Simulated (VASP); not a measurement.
# MnS (R-3m) in VASP: notebook

One crystal, MnS, is run at these levels: PBE; tasks: single point.

Everything below comes from runs of VASP 6.6.1. Logs are shortened: lines on timing, memory, paths and dates and some standing lists are left out, and cuts for length are marked.

**1. The crystal as given**

Symmetry: R-3m, No. 166, trigonal system. The conventional cell has a = 3.660 Å, b = 3.660 Å, c = 8.913 Å, α = 90.00°, β = 90.00°, γ = 120.00°. Around Mn (site symmetry -3m) lie 6 S at 2.58 Å. S (site symmetry -3m) has 6 Mn at 2.58 Å as nearest neighbours.

The cell is a database's computed one.

**2. Single point, PBE, collinear spin, ferromagnetic start**

The input, INCAR:

```
SYSTEM = MnS
ADDGRID = .False.
ALGO = Normal
EDIFF = 1E-6
ENCUT = 800
GGA = PE
ISIF = 2
ISMEAR = 0
ISPIN = 2
LASPH = .False.
LCHARG = .False.
LMAXMIX = 4
LORBIT = 11
LREAL = .False.
LWAVE = .False.
MAGMOM = 4 0
NELM = 100
PREC = Accurate
SIGMA = 0.05
```

The input, KPOINTS:

```
k-points
0
Gamma
  5 5 5
  0 0 0
```

The input, POSCAR:

```
MnS
1.0
    1.8299960138      1.0565486912      2.9709202777
   -1.8299960138      1.0565486912      2.9709202777
    0.0000000000     -2.1130973823      2.9709202777
Mn S
1 1
Direct
   -0.0003430000      0.0039840000     -0.0109630000
    0.4802460000      0.5015880000      0.5288910000
```

Potentials or basis: VASP PAW PBE potentials, release 64 (Mn_pv, S_h).

Started as:

```console
> cat potpaw_PBE.64/Mn_pv/POTCAR potpaw_PBE.64/S_h/POTCAR > POTCAR
> mpirun -np 1 vasp_std > vasp.out
```

OUTCAR:

```text
SYSTEM = MnS
   EDIFF = 1E-6
   ENCUT = 800
   GGA = PE
   ISIF = 2
   ISMEAR = 0
   ISPIN = 2
   LASPH = .False.
   LORBIT = 11
   LREAL = .False.
   NELM = 100
   PREC = Accurate

 Found     63 irreducible k-points:

 Following reciprocal coordinates:
            Coordinates               Weight
  0.000000  0.000000  0.000000      1.000000
  0.200000 -0.000000  0.000000      2.000000
 -0.000000  0.200000  0.000000      2.000000
  0.000000  0.000000  0.200000      2.000000
  0.400000  0.000000  0.000000      2.000000
  0.000000  0.400000  0.000000      2.000000
   k-points           NKPTS =     63   k-points in BZ     NKDIM =     63   number of bands    NBANDS=     15
   number of dos      NEDOS =    301   number of ions     NIONS =      2
   total plane-waves  NPLWV =  46656
   dimension x,y,z NGX =    36 NGY =   36 NGZ =   36
   dimension x,y,z NGXF=    72 NGYF=   72 NGZF=   72
   ions per type =               1   1
   NGX,Y,Z   is equivalent  to a cutoff of  16.42, 16.42, 16.42 a.u.
   NGXF,Y,Z  is equivalent  to a cutoff of  32.83, 32.83, 32.83 a.u.
 SYSTEM =  MnS
   PREC   = accura    normal or accurate (medium, high low for compatibility)
   ISTART =      0    job   : 0-new  1-cont  2-samecut
   ICHARG =      2    charge: 1-file 2-atom 10-const
   ISPIN  =      2    spin polarized calculation?
   LNONCOLLINEAR =      F non collinear calculations
   LSORBIT =      F    spin-orbit coupling
   LASPH  =      F    aspherical Exc in radial PAW
   ENCUT  =  800.0 eV  58.80 Ry    7.67 a.u.   8.41  8.41  8.41*2*pi/ulx,y,z
   NELM   =    100;   NELMIN=  2; NELMDL= -5     # of ELM steps
   EDIFF  = 0.1E-05   stopping-criterion for ELM
   LREAL  =      F    real-space projection
   EDIFFG = 0.1E-04   stopping-criterion for IOM
   NSW    =      0    number of steps for IOM
   IBRION =     -1    ionic relax: 0-MD 1-quasi-New 2-CG
   NFREE  =      0    steps in history (QN), initial steepest desc. (CG)
   ISIF   =      2    stress and relaxation
   ISYM   =      2    0-nonsym 1-usesym 2-fastsym
   POTIM  = 0.5000    time-step for ionic-motion
   TEBEG  =    0.0;   TEEND  =   0.0 temperature during run
   PSTRESS=    0.0 pullay stress
   NELECT =      19.0000    total number of electrons
   NUPDOWN=      -1.0000    fix difference up-down
   EMIN   =  10.00;   EMAX   =-10.00  energy-range for DOS
   EFERMI =   0.00;   METHOD = LEGACY
   ISMEAR =     0;   SIGMA  =   0.05  broadening in eV -4-tet -1-fermi 0-gaus
   EFERMI_NEDOS =   21; number of points for ismear=-14 and -15
   IALGO  =     38    algorithm
   IMIX   =      4    mixing-type and parameters
     AMIX     =   0.40;   BMIX     =  1.00
     AMIX_MAG =   1.60;   BMIX_MAG =  1.00
  volume/ion in A,a.u.               =      17.23       116.29
  Fermi-wavevector in a.u.,A,eV,Ry     =   1.342349  2.536672 24.516344  1.801900
  Thomas-Fermi vector in A             =   2.470510
   LORBIT       =     11    0 simple, 1 ext, 2 COOP (PROOUT), +10 PAW based schemes
   GGA     = PE    functional components
   LHFCALC =     F    Hartree Fock is set to
   AEXX    =    0.0000 exact exchange contribution
   IVDW    =     0    specifies the selected vdW correction
   LEPSILON=     F    determine dielectric tensor
   LRPA    =     F    only Hartree local field effects (RPA)
 spin polarized calculation
 Gauss-broadening in eV      SIGMA  =   0.05
  energy-cutoff  :      800.00
  volume of cell :       34.47
 maximum number of plane-waves:      1807
 NGX is ok and might be reduce to    36
   NGX = 17   NGY = 17   NGZ = 17

 number of electron      19.0000000 magnetization       4.5517830

 Free energy of the ion-electron system (eV)
  ---------------------------------------------------
  ext. energy  EPLUGINS =         0.00000000
  ---------------------------------------------------
  free energy    TOTEN  =       -14.06277500 eV

  energy without entropy =      -14.06149649  energy(sigma->0) =      -14.06213575

 E-fermi :   7.3650     XC(G=0): -10.8203

 val. band max:        7.1933060931   @ k =  -0.4000  -0.4000   0.2000
 cond. band min:       7.3684271931   @ k =  -0.4000  -0.2000  -0.4000
 fundamental gap:      0.1751211000
 Fermi energy:         7.3649781969

 spin component 1

 k-point     1 :       0.0000    0.0000    0.0000
  band No.  band energies     occupation
      1     -43.3497      1.00000
      2     -43.3423      1.00000
      3     -43.3325      1.00000
      4      -7.5101      1.00000
      5       3.8318      1.00000
      6       3.8587      1.00000
      7       3.8722      1.00000
      8       3.9384      1.00000
      9       3.9859      1.00000
     10       5.4393      1.00000
     11       5.4609      1.00000
     12       5.5151      1.00000
     13       9.1535      0.00000
     14      15.7292      0.00000
     15      15.8318      0.00000

 k-point     2 :       0.2000   -0.0000    0.0000
  band No.  band energies     occupation
      1     -43.3505      1.00000
      2     -43.3446      1.00000
      3     -43.3336      1.00000
      4      -7.1126      1.00000
      5       2.5365      1.00000
      6       3.1186      1.00000
      7       3.2267      1.00000
      8       4.1038      1.00000
      9       4.1106      1.00000
     10       4.6773      1.00000
     11       6.4360      1.00000
     12       6.4750      1.00000
     13      10.7718      0.00000
     14      14.2335      0.00000
     15      15.0414      0.00000

 k-point     3 :      -0.0000    0.2000    0.0000
  band No.  band energies     occupation
      1     -43.3508      1.00000
      2     -43.3428      1.00000
      3     -43.3350      1.00000
      4      -7.1125      1.00000
      5       2.5201      1.00000
      6       3.1374      1.00000
      7       3.2432      1.00000
      8       4.0987      1.00000
      9       4.1113      1.00000
     10       4.6608      1.00000
     11       6.4391      1.00000
     12       6.4718      1.00000
     13      10.7650      0.00000
     14      14.2492      0.00000
     15      15.0553      0.00000

 k-point     4 :       0.0000    0.0000    0.2000
  band No.  band energies     occupation
      1     -43.3528      1.00000
      2     -43.3428      1.00000
      3     -43.3330      1.00000
      4      -7.1130      1.00000
      5       2.5909      1.00000
      6       3.1034      1.00000
      7       3.1277      1.00000
      8       4.1089      1.00000
      9       4.1185      1.00000
     10       4.7304      1.00000
     11       6.4465      1.00000
     12       6.4653      1.00000
     13      10.7949      0.00000
     14      14.1829      0.00000
     15      15.0433      0.00000

 k-point     5 :       0.4000    0.0000    0.0000
  band No.  band energies     occupation
      1     -43.3524      1.00000
      2     -43.3480      1.00000
      3     -43.3349      1.00000
      4      -6.2878      1.00000
      5       0.4139      1.00000
      6       2.4157      1.00000
      7       2.4581      1.00000
      8       4.4139      1.00000
      9       4.4216      1.00000
     10       4.8052      1.00000
     11       7.5059      0.00003
     12       7.5530      0.00000
     13      10.3853      0.00000
     14      13.0124      0.00000
     15      13.0809      0.00000

 k-point     6 :       0.0000    0.4000    0.0000
  band No.  band energies     occupation
      1     -43.3531      1.00000
      2     -43.3436      1.00000
      3     -43.3387      1.00000
      4      -6.2874      1.00000
      5       0.4095      1.00000
      6       2.4303      1.00000
      7       2.4609      1.00000
      8       4.4098      1.00000
      9       4.4254      1.00000
     10       4.8008      1.00000
     11       7.4925      0.00016
     12       7.5355      0.00000
     13      10.3958      0.00000
     14      13.0353      0.00000
     15      13.0779      0.00000

 [... further k-points ...]

 spin component 2

 k-point     1 :       0.0000    0.0000    0.0000
  band No.  band energies     occupation
      1     -38.9307      1.00000
      2     -38.9287      1.00000
      3     -38.9284      1.00000
      4      -7.2473      1.00000
      5       5.3843      1.00000
      6       5.4361      1.00000
      7       5.4582      1.00000
      8       7.4908      0.00019
      9       7.5216      0.00000
     10       7.5949      0.00000
     11       7.6439      0.00000
     12       7.7029      0.00000
     13      10.1375      0.00000
     14      16.6612      0.00000
     15      16.8274      0.00000

 k-point     2 :       0.2000   -0.0000    0.0000
  band No.  band energies     occupation
      1     -38.9337      1.00000
      2     -38.9304      1.00000
      3     -38.9291      1.00000
      4      -6.8676      1.00000
      5       3.3414      1.00000
      6       4.6249      1.00000
      7       4.6868      1.00000
      8       7.7430      0.00000
      9       7.7892      0.00000
     10       7.8462      0.00000
     11       8.7972      0.00000
     12       8.8572      0.00000
     13      11.7055      0.00000
     14      15.0985      0.00000
     15      16.0665      0.00000

 k-point     3 :      -0.0000    0.2000    0.0000
  band No.  band energies     occupation
      1     -38.9328      1.00000
      2     -38.9313      1.00000
      3     -38.9292      1.00000
      4      -6.8676      1.00000
      5       3.3339      1.00000
      6       4.6453      1.00000
      7       4.6893      1.00000
      8       7.7232      0.00000
      9       7.7692      0.00000
     10       7.8506      0.00000
     11       8.7966      0.00000
     12       8.8773      0.00000
     13      11.6961      0.00000
     14      15.1180      0.00000
     15      16.0752      0.00000

 k-point     4 :       0.0000    0.0000    0.2000
  band No.  band energies     occupation
      1     -38.9348      1.00000
      2     -38.9293      1.00000
      3     -38.9291      1.00000
      4      -6.8678      1.00000
      5       3.3657      1.00000
      6       4.5967      1.00000
      7       4.6423      1.00000
      8       7.7924      0.00000
      9       7.8056      0.00000
     10       7.9025      0.00000
     11       8.7808      0.00000
     12       8.8017      0.00000
     13      11.7358      0.00000
     14      15.0364      0.00000
     15      16.0923      0.00000

 k-point     5 :       0.4000    0.0000    0.0000
  band No.  band energies     occupation
      1     -38.9405      1.00000
      2     -38.9316      1.00000
      3     -38.9300      1.00000
      4      -6.0938      1.00000
      5       1.0637      1.00000
      6       3.8678      1.00000
      7       3.9109      1.00000
      8       8.3519      0.00000
      9       8.3743      0.00000
     10       8.4571      0.00000
     11      10.0831      0.00000
     12      10.1970      0.00000
     13      11.1216      0.00000
     14      13.9313      0.00000
     15      14.0045      0.00000

 k-point     6 :       0.0000    0.4000    0.0000
  band No.  band energies     occupation
      1     -38.9398      1.00000
      2     -38.9322      1.00000
      3     -38.9302      1.00000
      4      -6.0937      1.00000
      5       1.0612      1.00000
      6       3.8835      1.00000
      7       3.9149      1.00000
      8       8.3466      0.00000
      9       8.3690      0.00000
     10       8.4480      0.00000
     11      10.0608      0.00000
     12      10.1784      0.00000
     13      11.1464      0.00000
     14      13.9529      0.00000
     15      14.0034      0.00000

 [... further k-points ...]

------------------------ aborting loop because EDIFF is reached ----------------------------------------

  FORCE on cell =-STRESS in cart. coord.  units (eV):
  Direction    XX          YY          ZZ          XY          YZ          ZX
  --------------------------------------------------------------------------------------
  -------------------------------------------------------------------------------------
  Total       -0.4670741     -0.5518805     -0.4095210      0.0424531     -0.0197114     -0.0712357
  in kB      -21.7127293    -25.6551020    -19.0372784      1.9735030     -0.9163166     -3.3115119
  external PRESSURE =     -22.1350366 kB  Pullay stress =       0.0000000 kB

 VOLUME and BASIS-vectors are now :
 -----------------------------------------------------------------------------
  energy-cutoff  :      800.00
  volume of cell :       34.47
      direct lattice vectors                 reciprocal lattice vectors
     1.829996014  1.056548691  2.970920278     0.273224639  0.157746319  0.112198680
    -1.829996014  1.056548691  2.970920278    -0.273224639  0.157746319  0.112198680
     0.000000000 -2.113097382  2.970920278     0.000000000 -0.315492638  0.112198680

 POSITION                                       TOTAL-FORCE (eV/Angst)
 -----------------------------------------------------------------------------------
      1.82208     -1.02954      5.92009        -0.103335     -0.316129      0.164808
     -0.03906     -0.08024      4.48824         0.103335      0.316129     -0.164808
 -----------------------------------------------------------------------------------
    total drift:                                0.000017      0.000063     -0.000021

  FREE ENERGIE OF THE ION-ELECTRON SYSTEM (eV)
  ---------------------------------------------------
  free  energy   TOTEN  =       -14.0627749963 eV

  energy  without entropy=      -14.0614964940  energy(sigma->0) =      -14.06213575

 total charge

# of ion       s       p       d       tot
------------------------------------------
    1        0.220   6.171   4.951  11.343
    2        0.812   1.289   0.000   2.101
--------------------------------------------------
tot          1.032   7.461   4.951  13.444

 magnetization (x)

# of ion       s       p       d       tot
------------------------------------------
    1        0.050   0.040   4.063   4.153
    2        0.020   0.035   0.000   0.055
--------------------------------------------------
tot          0.069   0.075   4.063   4.207
```

Wall time 99 s (1 thread of Intel Xeon Platinum 8488C (Sapphire Rapids), shared host); peak memory 0.3 GiB.

These settings aren't checked as converged: the numbers below hold their error.

Results:

```yaml
Free_energy: -14.0628 eV
Pressure: -2.2 GPa
Largest_force: 0.371 eV/Å
Band_gap_on_the_k_mesh: none (metal or under the smearing width)
Net_moment: 4.55 μB per cell
Site_moments: Mn +4.15; S +0.06 μB
Valence_electrons_inside_the_program's_atomic_spheres: Mn 11.34; S 2.10
```

Caveat: the k mesh is coarse (spacing up to 0.42 Å⁻¹), so the values aren't converged; a cell with one magnetic atom can't hold antiferromagnetic order, which such compounds often take; semilocal functionals often make such compounds metallic where correlation or magnetic order opens a gap, which also shifts bond lengths.

**3. Single point, PBE, collinear spin, ferromagnetic start**

The input, INCAR:

```
SYSTEM = MnS
ADDGRID = .False.
ALGO = Normal
EDIFF = 1E-4
ENCUT = 800
GGA = PE
ISIF = 2
ISMEAR = 0
ISPIN = 2
LASPH = .True.
LCHARG = .False.
LMAXMIX = 4
LORBIT = 11
LREAL = Auto
LWAVE = .False.
MAGMOM = 4 0
NELM = 100
PREC = Normal
SIGMA = 0.05
```

KPOINTS is that of step 2.

The input, POSCAR:

```
MnS
1.0
    1.8299960138      1.0565486912      2.9709202777
   -1.8299960138      1.0565486912      2.9709202777
    0.0000000000     -2.1130973823      2.9709202777
Mn S
1 1
Direct
    0.0000000000      0.0000000000      0.0000000000
    0.5000000000      0.5000000000      0.5000000000
```

Potentials or basis: VASP PAW PBE potentials, release 64 (Mn_pv, S_h).

Started as:

```console
> cat potpaw_PBE.64/Mn_pv/POTCAR potpaw_PBE.64/S_h/POTCAR > POTCAR
> mpirun -np 1 vasp_std > vasp.out
```

It took 26 s on 1 thread of Intel Xeon Platinum 8488C (Sapphire Rapids), shared host; peak memory 0.18 GiB.

The run converged, but some of its settings lie outside the range that counts as converged, so its numbers aren't taken as properties of the crystal.

Results:

```
Free energy                                           : -14.0872 eV
Pressure                                              : -2.7 GPa
Band gap on the k mesh                                : none (metal or under the smearing width)
Net moment                                            : 4.55 μB per cell
Site moments                                          : Mn +4.16; S +0.05 μB
Valence electrons inside the program's atomic spheres : Mn 11.34; S 2.10
```

Caveat: the k mesh is coarse (spacing up to 0.42 Å⁻¹), so the values aren't converged; a cell with one magnetic atom can't hold antiferromagnetic order, which such compounds often take; semilocal functionals often make such compounds metallic where correlation or magnetic order opens a gap, which also shifts bond lengths.

**4. Single point, PBE, collinear spin, ferromagnetic start**

INCAR is that of step 3.

KPOINTS is that of step 3.

The input, POSCAR:

```
MnS
1.0
    1.8299960138      1.0565486912      2.9709202777
   -1.8299960138      1.0565486912      2.9709202777
    0.0000000000     -2.1130973823      2.9709202777
Mn S
1 1
Direct
   -0.0003430000      0.0039840000     -0.0109630000
    0.4802460000      0.5015880000      0.5288910000
```

Started as:

```console
> cat potpaw_PBE.64/Mn_pv/POTCAR potpaw_PBE.64/S_h/POTCAR > POTCAR
> mpirun -np 1 vasp_std > vasp.out
```

Wall time 75 s (1 thread of Intel Xeon Platinum 8488C (Sapphire Rapids), shared host); peak memory 0.22 GiB.

The run converged, but some of its settings lie outside the range that counts as converged, so its numbers aren't taken as properties of the crystal.

Results:

```yaml
Free_energy: -14.0643 eV
Pressure: -2.2 GPa
Largest_force: 0.357 eV/Å
Band_gap_on_the_k_mesh: none (metal or under the smearing width)
Net_moment: 4.55 μB per cell
Site_moments: Mn +4.15; S +0.06 μB
Valence_electrons_inside_the_program's_atomic_spheres: Mn 11.34; S 2.10
```

Caveat: the k mesh is coarse (spacing up to 0.42 Å⁻¹), so the values aren't converged; a cell with one magnetic atom can't hold antiferromagnetic order, which such compounds often take; semilocal functionals often make such compounds metallic where correlation or magnetic order opens a gap, which also shifts bond lengths.
